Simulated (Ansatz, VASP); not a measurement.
**One calculation of Zr, two programs**

File INCAR:

```
SYSTEM = Zr
ALGO     = Normal         ! electronic algorithm
EDIFF    = 1E-6           ! SCF threshold, eV
ENCUT    = 520            ! plane-wave cutoff, eV
GGA      = PE             ! functional
ISIF     = 2              ! what is computed and relaxed
ISMEAR   = -1             ! smearing method
LASPH    = .TRUE.         ! aspherical terms in the spheres
LCHARG   = .FALSE.        ! write CHGCAR
LREAL    = .FALSE.        ! projectors in reciprocal space
LWAVE    = .FALSE.        ! write WAVECAR
NBANDS   = 19             ! bands
NELM     = 100            ! most SCF steps
PREC     = Accurate       ! precision mode
SIGMA    = 0.08           ! smearing width, eV
```

The input KPOINTS:

```
k-points
0
G
  13 13 7
  0 0 0
```

Contents of POSCAR:

```
Zr
1.0
    3.2211887832      0.0000000000      0.0000000000
   -1.6105943915      2.7896313165      0.0000000000
    0.0000000000      0.0000000000      5.1297858246
Zr
2
Direct
    0.3333333333      0.6666666667      0.2500000000
    0.6666666667      0.3333333333      0.7500000000
```

Input for Ansatz:

```yaml
crystal:
  lattice:
    - [3.2211887832, 0.0, 0.0]
    - [-1.6105943915, 2.7896313165, 0.0]
    - [0.0, 0.0, 5.1297858246]
  atoms:
    - { symbol: Zr, position: [0.3333333333, 0.6666666667, 0.25] }
    - { symbol: Zr, position: [0.6666666667, 0.3333333333, 0.75] }
kpoints:
  mp_grid: { grid: [13, 13, 7] }
  band_path:
    path:
      - [0.0, 0.0, 0.0]
      - [0.5, 0.0, 0.0]
      - [0.3333333333, 0.3333333333, 0.0]
      - [0.0, 0.0, 0.0]
      - [0.0, 0.0, 0.5]
      - [0.5, 0.0, 0.5]
      - [0.3333333333, 0.3333333333, 0.5]
      - [0.0, 0.0, 0.5]
      - [0.5, 0.0, 0.5]
    npoints: 5
scf:
  occupations: { method: fermi_dirac, width: 0.08 }
hamiltonian:
  xc: pbe
  pseudopotentials: { kind: all_electron, lapw: { basis_error: 0.001 } }
output:
  forces: true
  stress: true
  eigenvalues: true
```

Change from the starting cell: volume scaled by 0.99.

Alike in both runs: task single point; functional PBE; k mesh 13 × 13 × 7; occupations fermi-dirac, width 0.08 eV; no spin polarisation.

|  | VASP | Ansatz |
| --- | --- | --- |
| version | VASP 6.6.1 | Ansatz 0.2.0 |
| potentials or method | VASP PAW PBE potentials, release 64 (Zr_sv) | all-electron LAPW, scalar-relativistic |
| plane-wave cutoff (eV) | 520 | see its input |

```csv
,VASP,Ansatz,Ansatz less VASP
pressure (GPa),1.5,1.5,-0.02
largest component of the traceless stress (GPa),0.50,0.51,+0.002
```

Ansatz ran all-electron here, so the differences hold the error of VASP's frozen core and of both bases.
